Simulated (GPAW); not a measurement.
HgSe:

```
Hg Se
1.0
     0.00000    3.03900    3.03900
     3.03900    0.00000    3.03900
     3.03900    3.03900    0.00000
Hg Se
1 1
Direct
  0.00000 0.00000 0.00000
  0.75000 0.75000 0.75000
```

```yaml
Program: GPAW 26.7.0
Task: relaxation of cell and atoms
Functional: RPBE
Dispersion: D4
Potentials_or_basis: the program's PAW data sets (release 1.2.1) made for this functional
Cutoff: 600 eV
Basis: pw
k_mesh: 8 × 8 × 8
Occupations: fermi-dirac, width 0.05 eV
Spin: no spin polarisation
```

At the start: pressure 2.9 GPa; volume 28.07 Å³/atom.

Where does the relaxation end?

Over 4 steps the energy falls by 13.2 meV/atom and the volume is 29.61 Å³/atom (+5.5 %); space group F-43m (No. 216, to 0.05 Å).

The path:
```csv
step,energy change (eV),largest force (eV/Å),pressure (GPa),volume (Å³)
1,0.0000,0.0000,2.86,56.13
2,-0.0097,0.0000,2.23,56.74
3,-0.0264,0.0000,0.16,59.04
4,-0.0265,0.0000,0.01,59.22
```

Final structure:
```
CELL_PARAMETERS angstrom
0.00000 3.09371 3.09371
3.09371 0.00000 3.09371
3.09371 3.09371 0.00000
ATOMIC_POSITIONS crystal
Hg 0.00000 0.00000 0.00000
Se 0.75000 0.75000 0.75000
```

Caveat: later steps reuse the first step's grids; pairwise dispersion overbinds metals, which lowers pressure and volume.
